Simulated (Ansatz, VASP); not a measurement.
# TiCo in VASP and in Ansatz

```
Co Ti
1.0
     2.98611    0.00000    0.00000
     0.00000    2.98611    0.00000
     0.00000    0.00000    2.98611
Co Ti
1 1
Direct
  0.50000 0.50000 0.50000
  0.00000 0.00000 0.00000
```

The cell comes from a database or a generator and needn't be the stable form of this composition.

Alike in both runs: task single point; functional PBEsol; k mesh 9 × 9 × 9; occupations fermi-dirac, width 0.05 eV; collinear spin.

```csv
,VASP,Ansatz
version,VASP 6.6.1,Ansatz 0.2.0
potentials or method,"VASP PAW PBE potentials, release 64 (Co, Ti_sv)",Ansatz PAW
plane-wave cutoff (eV),520,420
valence electrons in the cell,21,29
```

VASP gave:

- gap on the k mesh at the Fermi level (eV): none
- pressure (GPa): -8.6
- net moment per atom (μB): 0.34
- size of the moment on the site where the two differ most (μB): 0.74

**Question.** Which values does Ansatz return?

**Answer.** gap on the k mesh at the Fermi level (eV): none; pressure (GPa): -8.1; net moment per atom (μB): 0.36; size of the moment on the site where the two differ most (μB): 0.79.

Site moments also hang on the region over which each program counts them. A gap of «none» marks a metal or a gap that the smearing closes. The two sets of potentials don't hold the same shells in valence.

Caveats: the PAW data sets were made with another functional, which shifts forces and pressure a little (VASP); the PAW data sets come from PBE, with cores solved anew for the run's functional, which leaves a small shift of forces and pressure (Ansatz).
